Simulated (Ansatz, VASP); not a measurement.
# One calculation of K, two programs

Contents of INCAR:

```
SYSTEM = K
ALGO = Normal
EDIFF = 1E-7
ENCUT = 520
GGA = PS
ISIF = 2
ISMEAR = 0
LASPH = .True.
LCHARG = .False.
LREAL = .False.
LWAVE = .False.
NBANDS = 10
NELM = 100
PREC = Accurate
SIGMA = 0.1
```

Contents of KPOINTS:

```
k-points
0
Gamma
  6 6 6
  0 0 0
```

File POSCAR:

```
K
1.0
   -2.6125000000      2.6125000000      2.6125000000
    2.6125000000     -2.6125000000      2.6125000000
    2.6125000000      2.6125000000     -2.6125000000
K
1
Direct
    0.0000000000      0.0000000000      0.0000000000
```

Input for Ansatz:

```yaml
crystal:
  lattice:
    - [-2.6125, 2.6125, 2.6125]
    - [2.6125, -2.6125, 2.6125]
    - [2.6125, 2.6125, -2.6125]
  atoms:
    - { symbol: K, position: [0.0, 0.0, 0.0] }
basis:
  ecutwfc: 420
kpoints:
  mp_grid: { grid: [6, 6, 6] }
hamiltonian:
  xc: pbesol
scf:
  occupations: { method: gaussian, width: 0.1 }
output:
  forces: true
  stress: true
  eigenvalues: true
```

Alike in both runs: task single point; functional PBEsol; k mesh 6 × 6 × 6; occupations gaussian, width 0.1 eV; no spin polarisation.

|  | VASP | Ansatz |
| --- | --- | --- |
| version | VASP 6.6.1 | Ansatz 0.2.0 |
| potentials or method | VASP PAW PBE potentials, release 64 (K_sv) | scalar-relativistic, plane waves, PAW |
| plane-wave cutoff (eV) | 520 | 420 |
| valence electrons in the cell | 9 | 9 |

```csv
,VASP,Ansatz,Ansatz less VASP
gap on the k mesh at the Fermi level (eV),none,none,-
pressure (GPa),0.0,0.0,+0.01
```

A gap of «none» marks a metal or a gap that the smearing closes. The functional is the same, so the differences come from potentials, cutoffs and numerics.

Caveats: the PAW data sets were made with another functional, which shifts forces and pressure a little (VASP).
